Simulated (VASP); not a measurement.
Crystal: SiNi.

```
Si Ni
1.0
     4.50369    0.00000    0.00000
     0.00000    4.50369    0.00000
     0.00000    0.00000    4.50369
Si Ni
4 4
Direct
  0.65317 0.15317 0.34683
  0.15317 0.34683 0.65317
  0.34683 0.65317 0.15317
  0.84683 0.84683 0.84683
  0.35050 0.85050 0.64950
  0.85050 0.64950 0.35050
  0.64950 0.35050 0.85050
  0.14950 0.14950 0.14950
```

The cell is a database's computed one.

- Program: VASP 6.6.1
- Task: relaxation of cell and atoms
- Functional: LDA
- Potentials or basis: VASP PAW LDA potentials, release 64 (Si, Ni)
- Cutoff: 600 eV
- k mesh: 8 × 8 × 8
- Occupations: methfessel-paxton, width 0.1 eV
- Spin: no spin polarisation

At the start: pressure -9.1 GPa; volume 11.42 Å³/atom.

Problem. Where does the relaxation end?

Solution. Over 6 steps the energy falls by 15.9 meV/atom and the volume is 10.88 Å³/atom (-4.7 %); space group P2_13 (No. 198, to 0.05 Å).

Step by step:
```tsv
step	energy change (eV)	largest force (eV/Å)	pressure (GPa)	volume (Å³)
1	0.0000	0.0614	-9.14	91.35
2	0.0135	0.0391	11.55	83.00
3	-0.1270	0.0252	-0.11	87.13
4	-0.1270	0.0243	0.02	87.05
5	-0.1271	0.0133	0.10	87.05
6	-0.1272	0.0051	0.09	87.05
```

Final structure:
```yaml
crystal:
  lattice:
    - [4.43195, 0.00000, 0.00000]
    - [0.00000, 4.43195, 0.00000]
    - [0.00000, 0.00000, 4.43195]
  atoms:
    - { symbol: Si, position: [0.65370, 0.15370, 0.34630] }
    - { symbol: Si, position: [0.15370, 0.34630, 0.65370] }
    - { symbol: Si, position: [0.34630, 0.65370, 0.15370] }
    - { symbol: Si, position: [0.84630, 0.84630, 0.84630] }
    - { symbol: Ni, position: [0.35072, 0.85072, 0.64928] }
    - { symbol: Ni, position: [0.85072, 0.64928, 0.35072] }
    - { symbol: Ni, position: [0.64928, 0.35072, 0.85072] }
    - { symbol: Ni, position: [0.14928, 0.14928, 0.14928] }
```
